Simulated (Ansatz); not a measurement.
## How settings move the results for Sr

```yaml
crystal:
  lattice:
    - [-2.42500, 2.42500, 2.42500]
    - [2.42500, -2.42500, 2.42500]
    - [2.42500, 2.42500, -2.42500]
  atoms:
    - { symbol: Sr, position: [0.00000, 0.00000, 0.00000] }
```

Conventional cell: a = 4.850 Å, b = 4.850 Å, c = 4.850 Å, α = 90.00°, β = 90.00°, γ = 90.00°. Sr (atom 1) is surrounded by 8 Sr at 4.20 Å.

The cell is a measured one (Crystallography Open Database entry 9008551); the temperature and pressure of the measurement aren't taken into account, and nothing was relaxed. It was measured hot, at 887 K.

Level of theory: Ansatz 0.2.0, DFT, PBE, all-electron LAPW, scalar-relativistic.

Settings: a Γ-centred 10×10×10 k mesh, Fermi–Dirac smearing of 0.05 eV, basis error target 0.5 meV/atom, no spin polarisation. One setting is then changed at a time.

| k mesh | free energy less the base's (meV/atom) | P (GPa) | cutoff chosen (eV) |
| --- | --- | --- | --- |
| 10×10×10 (base) | 0.0 | -0.60 | 81 |
| 3×3×3 | ? | ? | 81 |
| 5×5×5 | 0.8 | -0.55 | 81 |
| 8×8×8 | -0.3 | -0.59 | 81 |
| 14×14×14 | 1.0 | -0.58 | 81 |

(1) What belongs in the row "3×3×3", column "P (GPa)"?

(2) Fill in "free energy less the base's (meV/atom)" for the row "3×3×3".

## Answers

(1) -0.11.

(2) 180.
